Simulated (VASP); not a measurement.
Write the native input for VASP 6.6.1 that does the following.

```
Task                   : relaxation of cell and atoms
Functional             : LDA
Potentials or basis    : VASP PAW LDA potentials, release 64 (Ba_sv, Zr_sv, S)
Cutoff                 : 600 eV
k mesh                 : 4 × 4 × 4
Occupations            : gaussian, width 0.03 eV
Spin                   : no spin polarisation
Further INCAR settings : ALGO = Normal; EDIFF = 1e-06; IBRION = 2; EDIFFG = -0.01; NSW = 90; ISIF = 3
```

The structure of BaZrS3 lies in POSCAR:

```
BaZrS3
1.0
    7.1344888100      0.0000000000      0.0000000000
    0.0000000000     10.0418237600      0.0000000000
    0.0000000000      0.0000000000      7.0635613000
Ba Zr S
4 4 12
Direct
    0.0430272500      0.2500000000      0.0087500800
    0.4569727500      0.7500000000      0.5087500800
    0.5430272500      0.2500000000      0.4912499200
    0.9569727500      0.7500000000      0.9912499200
    0.0000000000      0.0000000000      0.5000000000
    0.5000000000      0.0000000000      0.0000000000
    0.5000000000      0.5000000000      0.0000000000
    0.0000000000      0.5000000000      0.5000000000
    0.9941581600      0.2500000000      0.5608972600
    0.5058418400      0.7500000000      0.0608972600
    0.4941581600      0.2500000000      0.9391027400
    0.0058418400      0.7500000000      0.4391027400
    0.2132557900      0.9681785700      0.7866180500
    0.2867442100      0.0318214300      0.2866180500
    0.7132557900      0.5318214300      0.7133819500
    0.7867442100      0.4681785700      0.2133819500
    0.7867442100      0.0318214300      0.2133819500
    0.7132557900      0.9681785700      0.7133819500
    0.2867442100      0.4681785700      0.2866180500
    0.2132557900      0.5318214300      0.7866180500
```

The cell is a database's computed one.

One way to write it, as run:

INCAR

```
  PREC = Accurate
  ENCUT = 600
  EDIFF = 1E-6
  ISMEAR = 0
  SIGMA = 0.03
  LREAL = F
  LASPH = T
  NELM = 80
  ALGO = Normal
  ISIF = 3
  LWAVE = F
  LCHARG = F
  GGA = CA
  IBRION = 2
  NSW = 90
  EDIFFG = -0.01
  KPAR = 4
```

KPOINTS

```
Automatic mesh
0
Gamma
  4 4 4
```

Potentials or basis: VASP PAW LDA potentials, release 64 (Ba_sv, Zr_sv, S).

Run with:

```sh
$ cat potpaw_LDA.64/Ba_sv/POTCAR potpaw_LDA.64/Zr_sv/POTCAR potpaw_LDA.64/S/POTCAR > POTCAR
$ mpirun -np 4 vasp_std > vasp.out
```

It gave:

* Relaxed volume: 23.87 Å³/atom
* Relaxed cell: a = 7.030 Å, b = 9.853 Å, c = 6.893 Å, α = 90.00°, β = 90.00°, γ = 90.00°
* Space group after relaxing (to 0.05 Å): Pnma (No. 62)
* Energy gained by relaxing: 20.8 meV/atom
* Ionic steps: 27
* Pressure after relaxing: 0.0 GPa
* Largest force after relaxing: 0.009 eV/Å
* Band gap on the k mesh: 0.84 eV, direct

Caveat: spin-orbit coupling is left out, which moves the levels of the heavy elements.

Run time: 89 min on 4 MPI ranks on Intel(R) Xeon(R) 6975P-C (Granite Rapids), on a shared host, peak memory 1.3 GiB a rank.
